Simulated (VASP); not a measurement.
InAs:

```
In As
1.0
     0.00000    3.01800    3.01800
     3.01800    0.00000    3.01800
     3.01800    3.01800    0.00000
In As
1 1
Direct
  0.00000 0.00000 0.00000
  0.75000 0.75000 0.75000
```

* Program: VASP 6.6.1
* Task: relaxation of cell and atoms
* Functional: HF
* Potentials or basis: VASP PAW PBE potentials, release 64 (In_d, As)
* Cutoff: 600 eV
* k mesh: 4 × 4 × 4
* Occupations: fermi-dirac, width 0.05 eV
* Spin: no spin polarisation

At the start: pressure 3.9 GPa; volume 27.49 Å³/atom.

**Question.** How do energy, volume and symmetry change on relaxing?

**Answer.** Over 3 steps the energy falls by 17.5 meV/atom and the volume is 28.98 Å³/atom (+5.4 %); space group F-43m (No. 216, to 0.05 Å).

Step by step:
| step | energy change (eV) | largest force (eV/Å) | pressure (GPa) | volume (Å³) |
| --- | --- | --- | --- | --- |
| 1 | 0.0000 | 0.0000 | 3.93 | 54.98 |
| 2 | -0.0129 | 0.0000 | -2.64 | 60.52 |
| 3 | -0.0350 | 0.0000 | -0.02 | 57.97 |

Final structure:
```cif
data_structure
_symmetry_space_group_name_H-M 'P 1'
_symmetry_Int_Tables_number 1
_cell_length_a 4.3441
_cell_length_b 4.3441
_cell_length_c 4.3441
_cell_angle_alpha 60.000
_cell_angle_beta 60.000
_cell_angle_gamma 60.000
_cell_volume 57.97
loop_
_atom_site_label
_atom_site_type_symbol
_atom_site_fract_x
_atom_site_fract_y
_atom_site_fract_z
_atom_site_occupancy
In1 In 0.00000 0.00000 0.00000 1
As1 As 0.75000 0.75000 0.75000 1
```

Caveat: the k mesh is coarse (spacing up to 0.45 Å⁻¹), so the values aren't converged, least of all with exact exchange; the PAW data sets were made with another functional, which shifts forces and pressure a little.
